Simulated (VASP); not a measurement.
# Cu (Fm-3m) in VASP: single point with LDA

Aim: the single point of Cu with LDA.

Everything below comes from runs of VASP 6.6.1. Logs are shortened: lines on timing, memory, paths and dates and some standing lists are left out, and cuts for length are marked.

**1. Starting point**

Symmetry: Fm-3m, No. 225, cubic system. Conventional cell: a = 3.525 Å, b = 3.525 Å, c = 3.525 Å, α = 90.00°, β = 90.00°, γ = 90.00°. Cu (site symmetry m-3m) is surrounded by 12 Cu at 2.49 Å.

**2. Single point, LDA**

The input, INCAR:

```
PREC     = Accurate       # precision mode
ENCUT    = 520            # plane-wave cutoff, eV
EDIFF    = 1E-6           # SCF threshold, eV
ISMEAR   = 1              # smearing method
SIGMA    = 0.1            # smearing width, eV
LREAL    = False          # projectors in reciprocal space
LASPH    = True           # aspherical terms in the spheres
NELM     = 80             # most SCF steps
ALGO     = Normal         # electronic algorithm
ISIF     = 2              # what is computed and relaxed
LWAVE    = False          # write WAVECAR
LCHARG   = False          # write CHGCAR
GGA      = CA             # functional
NBANDS   = 12             # bands
ICORELEVEL= 1
```

The input, KPOINTS:

```
Automatic mesh
0
Gamma
  18 18 26
```

The input, POSCAR:

```
Cu
1.0
    2.4924085700      0.0000000000      0.0000000000
   -1.2462042800      2.1584891400      0.0000000000
    1.2462042800      0.7194963800      2.0350430700
Cu
1
Direct
    0.0000000000      0.0000000000      0.0000000000
```

Potentials or basis: VASP PAW LDA potentials, release 64 (Cu).

Run with:

```
$ cat potpaw_LDA.64/Cu/POTCAR > POTCAR
$ mpirun -np 1 vasp_std > vasp.out
```

OUTCAR:

```text
PREC = Accurate
   ENCUT = 520
   EDIFF = 1E-6
   ISMEAR = 1
   LREAL = False
   LASPH = True
   NELM = 80
   ISIF = 2
   GGA = CA

 ion  position               nearest neighbor table
   1  0.000  0.000  0.000-

  LATTYP: Found a face centered cubic cell.
 ALAT       =     3.5247980027

  Lattice vectors:

 A1 = (  -2.4924085700,   0.0000000000,   0.0000000000)
 A2 = (  -1.2462042900,   0.7194963800,   2.0350430700)
 A3 = (  -1.2462042800,   2.1584891400,   0.0000000000)

Analysis of symmetry for initial positions (statically):
=====================================================================
 Subroutine PRICEL returns:
 Original cell was already a primitive cell.

 Routine SETGRP: Setting up the symmetry group for a
 face centered cubic supercell.

 Subroutine GETGRP returns: Found 48 space group operations
 (whereof 48 operations were pure point group operations)
 out of a pool of 48 trial point group operations.

The static configuration has the point symmetry O_h .

Analysis of symmetry for dynamics (positions and initial velocities):
=====================================================================
 Subroutine PRICEL returns:
 Original cell was already a primitive cell.

 Routine SETGRP: Setting up the symmetry group for a
 face centered cubic supercell.

 Subroutine GETGRP returns: Found 48 space group operations
 (whereof 48 operations were pure point group operations)
 out of a pool of 48 trial point group operations.

The dynamic configuration has the point symmetry O_h .

 Subroutine INISYM returns: Found 48 space group operations
 (whereof 48 operations are pure point group operations),
 and found     1 'primitive' translations

----------------------------------------------------------------------------------------

                                     Primitive cell

  volume of cell :      10.9482

  direct lattice vectors                    reciprocal lattice vectors
     2.492408570  0.000000000  0.000000000     0.401218328  0.231643509 -0.327593393
    -1.246204280  2.158489140  0.000000000     0.000000000  0.463287019 -0.163796697
     1.246204280  0.719496380  2.035043070     0.000000000  0.000000000  0.491390091

  length of vectors
     2.492408570  2.492408569  2.492408563     0.567408401  0.491390090  0.491390091

  position of ions in fractional coordinates (direct lattice)
     0.000000000  0.000000000  0.000000000

  ion indices of the primitive-cell ions
   primitive index   ion index
                 1           1

----------------------------------------------------------------------------------------

[... 100 lines left out ...]
   TEBEG  =    0.0;   TEEND  =   0.0 temperature during run
   PSTRESS=    0.0 pullay stress
   NELECT =      11.0000    total number of electrons
   NUPDOWN=      -1.0000    fix difference up-down
   EMIN   =  10.00;   EMAX   =-10.00  energy-range for DOS
   EFERMI =   0.00;   METHOD = LEGACY
   ISMEAR =     1;   SIGMA  =   0.10  broadening in eV -4-tet -1-fermi 0-gaus
   EFERMI_NEDOS =   21; number of points for ismear=-14 and -15
   IALGO  =     38    algorithm
   IMIX   =      4    mixing-type and parameters
     AMIX     =   0.40;   BMIX     =  1.00
     AMIX_MAG =   1.60;   BMIX_MAG =  1.00
  volume/ion in A,a.u.               =      10.95        73.88
  Fermi-wavevector in a.u.,A,eV,Ry     =   1.639676  3.098539 36.579791  2.688539
  Thomas-Fermi vector in A             =   2.730442
   LORBIT       =      0    0 simple, 1 ext, 2 COOP (PROOUT), +10 PAW based schemes
   GGA     = CA    functional components
   LHFCALC =     F    Hartree Fock is set to
   AEXX    =    0.0000 exact exchange contribution
   IVDW    =     0    specifies the selected vdW correction
   LEPSILON=     F    determine dielectric tensor
   LRPA    =     F    only Hartree local field effects (RPA)
 non-spin polarized calculation
 Methfessel and Paxton  Order N= 1 SIGMA  =   0.10
  energy-cutoff  :      520.00
  volume of cell :       10.95
 maximum number of plane-waves:       307
   NGX =  9   NGY =  9   NGZ =  9

 number of electron      11.0000002 magnetization

 Free energy of the ion-electron system (eV)
  ---------------------------------------------------
  ext. energy  EPLUGINS =         0.00000000
  ---------------------------------------------------
  free energy    TOTEN  =        -4.70790839 eV

  energy without entropy =       -4.70780081  energy(sigma->0) =       -4.70787253

 the core state eigenenergies are
   1-  1s  -8796.8160  2s  -1048.3226  2p   -905.4695  3s   -103.3581  3p    -61.3653

 E-fermi :   8.3205     XC(G=0): -13.5514

 val. band max:        8.3167155619   @ k =  -0.2778   0.3889   0.2308
 cond. band min:       8.3228793659   @ k =  -0.0556   0.4444   0.3846
 fundamental gap:      0.0061638040
 Fermi energy:         8.3204527707

 k-point     1 :       0.0000    0.0000    0.0000
  band No.  band energies     occupation
      1      -1.6126      2.00000
      2       5.0126      2.00000
      3       5.0126      2.00000
      4       5.0126      2.00000
      5       5.9546      2.00000
      6       5.9546      2.00000
      7      31.6066      0.00000
      8      34.6817      0.00000
      9      34.6817      0.00000
     10      34.6817      0.00000
     11      37.2927      0.00000
     12      37.2927      0.00000
[... 331 lines left out ...]
 k-point    24 :       0.2222    0.1111    0.0000
  band No.  band energies     occupation
      1       2.0242      2.00000
      2       4.1211      2.00000
      3       5.1916      2.00000
      4       5.7505      2.00000
      5       6.3204      2.00000
      6       6.4064      2.00000
      7      22.1160      0.00000
      8      25.7598      0.00000
      9      26.1773      0.00000
     10      29.1451      0.00000
     11      33.6697      0.00000
     12      44.7697      0.00000

 [... further k-points ...]
[... 5 lines left out ...]
  --------------------------------------------------------------------------------------
  -------------------------------------------------------------------------------------
  Total       -0.0109944     -0.0109944     -0.0109944     -0.0000000     -0.0000000      0.0000000
  in kB       -1.6089441     -1.6089441     -1.6089440     -0.0000000     -0.0000000      0.0000000
  external PRESSURE =      -1.6089441 kB  Pullay stress =       0.0000000 kB

 VOLUME and BASIS-vectors are now :
 -----------------------------------------------------------------------------
  energy-cutoff  :      520.00
  volume of cell :       10.95
      direct lattice vectors                 reciprocal lattice vectors
     2.492408570  0.000000000  0.000000000     0.401218328  0.231643509 -0.327593393
    -1.246204280  2.158489140  0.000000000     0.000000000  0.463287019 -0.163796697
     1.246204280  0.719496380  2.035043070     0.000000000  0.000000000  0.491390091

 POSITION                                       TOTAL-FORCE (eV/Angst)
 -----------------------------------------------------------------------------------
      0.00000      0.00000      0.00000         0.000000      0.000000      0.000000
 -----------------------------------------------------------------------------------
    total drift:                               -0.000000      0.000000      0.000000

  FREE ENERGIE OF THE ION-ELECTRON SYSTEM (eV)
  ---------------------------------------------------
  free  energy   TOTEN  =        -4.7079083929 eV

  energy  without entropy=       -4.7078008117  energy(sigma->0) =       -4.70787253
```

stdout:

```text
POSCAR found type information on POSCAR Cu
 POSCAR found :  1 types and       1 ions
 scaLAPACK will be used
 LDA part: xc-table for (Slater(with rela. corr.)+CA(PZ))
 , standard interpolation
 -----------------------------------------------------------------------------
|                                                                             |
|           W    W    AA    RRRRR   N    N  II  N    N   GGGG   !!!           |
|           W    W   A  A   R    R  NN   N  II  NN   N  G    G  !!!           |
|           W    W  A    A  R    R  N N  N  II  N N  N  G       !!!           |
|           W WW W  AAAAAA  RRRRR   N  N N  II  N  N N  G  GGG   !            |
|           WW  WW  A    A  R   R   N   NN  II  N   NN  G    G                |
|           W    W  A    A  R    R  N    N  II  N    N   GGGG   !!!           |
|                                                                             |
|     Your reciprocal lattice and k-lattice belong to different lattice       |
|     classes:                                                                |
|                                                                             |
|        The reciprocal lattice is body-centered cubic,                       |
|        whereas your k-lattice is base-centered monoclinic.                  |
|                                                                             |
|     Results are often still useful ...                                      |
|                                                                             |
 -----------------------------------------------------------------------------

 POSCAR, INCAR and KPOINTS ok, starting setup
 FFT: planning ... GRIDC
 FFT: planning ... GRID_SOFT
 FFT: planning ... GRID
 WAVECAR not read
 entering main loop
```

Wall time 2.3 min (1 thread of Intel Xeon Platinum 8488C (Sapphire Rapids), shared host); peak memory 0.36 GiB.

Results:

- Free energy: -4.7079 eV
- Pressure: -0.2 GPa
- Band gap on the k mesh: none (metal or under the smearing width)

Core levels (eV, on the scale of the bands):
```tsv
atom	levels
1 Cu	1s -8796.8, 2s -1048.3, 2p -905.5, 3s -103.4, 3p -61.4
```
